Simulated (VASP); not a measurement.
Here is a VASP 6.6.1 calculation.

Contents of INCAR:

```
SYSTEM = Te
PREC = Accurate ; ENCUT = 520
EDIFF = 1E-7 ; ISMEAR = -1
SIGMA = 0.05 ; LREAL = .FALSE.
LASPH = .TRUE. ; NELM = 60
ALGO = Normal ; ISIF = 2
LWAVE = .FALSE. ; LCHARG = .TRUE.
GGA = PE ; LELF = .TRUE.
LVHAR = .TRUE. ; NBANDS = 16
```

Contents of KPOINTS:

```
regular mesh
0
G
  7 7 5
  0 0 0
```

Contents of POSCAR:

```
Te
1.0
    3.8202894285     -2.1482026000      0.0000000000
    3.8202894285      2.1482026000      0.0000000000
   -0.0942908673      0.0000000000      5.9760906531
Te
3
Direct
   -0.0009010000      0.0019210000      0.0052340000
    0.3110890000      0.3045200000      0.3383540000
    0.6963100000      0.6803800000      0.6625110000
```

Potentials or basis: VASP PAW PBE potentials, release 64 (Te).

Run with:

```console
$ cat potpaw_PBE.64/Te/POTCAR > POTCAR
$ mpirun -np 1 vasp_std > vasp.out
```

**Question.** Estimate the largest force.

**Answer.** 0.125 eV/Å.

**Question.** What does it give for the band gap on the k mesh?

**Answer.** None (metal or under the smearing width).

**Question.** Estimate the pressure.

**Answer.** 0.6 GPa.

Forces in eV/Å, atoms in the order of the input:
```
Te   0.042 -0.026 -0.035
Te   0.078  0.045  0.004
Te  -0.120 -0.019  0.031
```

Spin-orbit coupling is left out, which matters for the levels of Te.
